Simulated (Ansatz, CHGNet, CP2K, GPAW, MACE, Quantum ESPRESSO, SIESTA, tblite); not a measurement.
# Which run comes nearest? LaSb (Fm-3m) (64 atoms)

The cell holds 64 atoms: 32 La and 32 Sb. Its edges and angles: a = 12.980 Å, b = 12.980 Å, c = 12.980 Å, α = 90.0°, β = 90.0°, γ = 90.0°. It derives from LaSb (Fm-3m), repeated 2×2×2. LaSb, space group Fm-3m, structure from the Crystallography Open Database, 2 x 2 x 2 conventional cells; every coordinate displaced by a Gaussian of 0.06 Å. Then every atom was moved at random, 0.05 Å r.m.s. a Cartesian component.

Geometry: as built.

The reference, a calculation:

| Item | Value |
| --- | --- |
| method | Kohn-Sham DFT, PBE, SSSP efficiency 1.3.0 pseudopotentials, plane waves (Quantum ESPRESSO 7.5); sssp-pbe-1.3.0-efficiency, cutoffs 60/480 Ry, Γ point |
| r.m.s. force component | 0.445 eV/Å |
| longest force | 1.721 eV/Å |
| pressure | 2.258 GPa |
| time | 23 min on 4 MPI ranks of Arm Neoverse V1, shared host |
| CPU time | 1.6 h |

**Question.** The same geometry is run in other programs. How far does each lie from the reference, and what does it cost?
- CHGNet r2SCAN potential (CHGNet r2SCAN; 1 thread)
- GPAW PBE, plane waves 550 eV (GPAW 26.7.0; 4 MPI ranks)
- CP2K PBE, DZVP-MOLOPT-SR, 600/60 Ry, diagonalisation (CP2K 2026.2; 2 threads)
- SIESTA PBE, DZ, shift 0.01 Ry, mesh 300 Ry (SIESTA 5.4.2; 1 thread)
- CP2K PBE, DZVP-MOLOPT-SR, 300/60 Ry, diagonalisation (CP2K 2026.2; 2 threads)
- MACE MPA-0 medium potential (MACE MPA-0 medium; 1 thread)
- SIESTA PBE, DZP, shift 0.01 Ry, mesh 300 Ry (SIESTA 5.4.2; 2 MPI ranks)
- CP2K PBE, DZVP-MOLOPT (SR for La, Sb), 600/60 Ry, diagonalisation (CP2K 2026.2; 4 MPI ranks)
- CP2K PBE, DZVP-MOLOPT-SR, 600/20 Ry, diagonalisation (CP2K 2026.2; 2 threads)
- CP2K PBE, TZVP-MOLOPT (SR for La, Sb), 600/60 Ry, diagonalisation (CP2K 2026.2; 4 MPI ranks)

Differences are against the plane-wave reference, forces as r.m.s. over components; share is that over the reference's r.m.s. force, slope the least-squares factor from reference forces to these. Total energies of different programs have different zeros and aren't compared.

```csv
run,"Δ force, r.m.s. (meV/Å)",share (%),slope,Δ pressure (GPa),cores,CPU time,memory (GiB)
reference,-,-,-,-,4,1.6 h,15
CHGNet r2SCAN potential,271,61.0,0.408,-0.172,1,3.4 s,0.5
"GPAW PBE, plane waves 550 eV",3.53,0.793,0.993,-0.141,4,42 min,4.0
"CP2K PBE, DZVP-MOLOPT-SR, 600/60 Ry, diagonalisation",23.3,5.25,1.019,0.440,2,13 min,6.1
"SIESTA PBE, DZ, shift 0.01 Ry, mesh 300 Ry (coarse)",231,52.0,0.636,-2.09,1,4.1 min,1.3
"CP2K PBE, DZVP-MOLOPT-SR, 300/60 Ry, diagonalisation (coarse)",23.3,5.25,1.019,0.440,2,12 min,2.8
MACE MPA-0 medium potential,120,27.0,1.123,0.0157,1,8 s,0.71
"SIESTA PBE, DZP, shift 0.01 Ry, mesh 300 Ry",46.5,10.5,1.006,0.447,2,8.1 min,2.1
"CP2K PBE, DZVP-MOLOPT (SR for La, Sb), 600/60 Ry, diagonalisation",23.3,5.25,1.019,0.440,4,13 min,9.7
"CP2K PBE, DZVP-MOLOPT-SR, 600/20 Ry, diagonalisation (coarse)",46.2,10.4,0.997,0.451,2,8.6 min,6.1
"CP2K PBE, TZVP-MOLOPT (SR for La, Sb), 600/60 Ry, diagonalisation",22.5,5.06,1.016,0.464,4,16 min,11
```

Rows marked coarse were listed beforehand as settings not expected to be converged; some can still land near the reference.

Times of the machine-learned potentials are mostly Python's start and the loading of weights.

CPU time is summed over cores on a shared host, where runs went side by side, so it is rough. Symmetry, cutoffs, thresholds, outputs and thread counts weren't matched or tuned between programs; memory under MPI is the largest rank's times the ranks.

PBE on plane waves or a grid with other potentials, cutoffs or grids, coarse settings apart, differs from the reference by 0.79 % (GPAW PBE, plane waves 550 eV) of the r.m.s. force; this holds the reference's own error, so differences of a few per cent don't tell which side is nearer the exact PBE result. The PBE runs in local orbitals, coarse settings apart, differ by 5.1 % (CP2K PBE, TZVP-MOLOPT (SR for La, Sb), 600/60 Ry, diagonalisation) to 10 % (SIESTA PBE, DZP, shift 0.01 Ry, mesh 300 Ry); basis, grid and potentials can all enter. Machine-learned potentials differ by 27 % (MACE MPA-0 medium potential) to 61 % (CHGNet r2SCAN potential); they were trained on other programs' data, some at another functional. Runs with settings chosen to be coarse differ by 5.2 % (CP2K PBE, DZVP-MOLOPT-SR, 300/60 Ry, diagonalisation) to 52 % (SIESTA PBE, DZ, shift 0.01 Ry, mesh 300 Ry), their programs' other errors included. Machine-learned potentials mimic data converged in k, so the reference's own k-point error enters their differences. The electronic-structure runs sample only Γ, in a cell whose shortest periodic width is 13 Å.

[Logs are printed without paths, hosts, clocks, repeated set-up lines and the standing remarks that a program may print on its own settings, such as how far it seeks lower states.]

[Hosts, paths, dates, database ids (printed as entryN), source tags and the programs' standing remarks are cut or masked in the printed files.]
